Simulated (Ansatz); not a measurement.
# Sn: an elastic constant from a strain scan

Level of theory: DFT PBE+D3(BJ), scalar-relativistic, plane waves, PAW in Ansatz. Cutoff 420 eV, Γ-centred 24×24×24 k-points, Gaussian smearing of 0.15 eV. No spin polarisation. Energies are free energies at this smearing, counted from the undisturbed cell; pressure is positive in compression.

The starting cell (relaxed at this level; this form isn't the usual structure):

```xyz
1
Lattice="-1.7544 1.7546 2.1675 1.7544 -1.7546 2.1675 1.7544 1.7546 -2.1675" Properties=species:S:1:pos:R:3 pbc="T T T"
Sn    0.0000    0.0000    0.0000
```

The cell is strained by ε times the Voigt pattern (0, 0, 1, 0, 0, 0) (xx, yy, zz, yz, xz, xy; engineering shear) with fractional coordinates fixed. The cell holds 1 atom in V0 = 26.69 Å³. The stress column is τ = (1/V0) dE/dε, got from the stress tensor σ (compression positive) at each point as −det(1 + εP) σ : P(1 + εP)⁻¹, with P the pattern as a tensor.

| ε | ΔE (meV/atom) | τ (GPa) |
| --- | --- | --- |
| -0.0600 | 15.157 | -3.387 |
| -0.0450 | 7.969 | -2.381 |
| -0.0300 | 3.219 | -1.431 |
| -0.0150 | 0.706 | -0.612 |
| 0.0000 | 0.000 | 0.030 |
| 0.0150 | 0.873 | 0.682 |
| 0.0300 | 3.425 | 1.354 |
| 0.0450 | 7.569 | 1.948 |
| 0.0600 | ? | ? |

**Question.** Which combination of elastic constants does this scan measure, and how large is it?

**Answer.** For small ε, τ = τ0 + Kε with K = pᵀCp, which for this pattern is C33 in the Cartesian frame shown. The parabola through τ at ε = -0.0150, 0 and 0.0150 has slope K = 43 GPa at zero. The energies per cell, E = NΔE, of the same two points give K = 2[E(ε₊)/ε₊ − E(ε₋)/ε₋]/[(ε₊ − ε₋)V0] = 42 GPa, in agreement.

**Question.** Predict the withheld row at ε = 0.0600 from the harmonic law, and compare.

**Answer.** ΔE = V0(τ0 ε + Kε²/2)/N = 13.238 meV/atom and τ = 2.62 GPa. The calculation gives 13.089 meV/atom and 2.46 GPa, a miss of 1.1 % of the harmonic energy, so the harmonic law still holds on this side, though at ε = -0.0600 the energy lies 20 % above it.

In a metal these slopes depend on the k mesh and the smearing.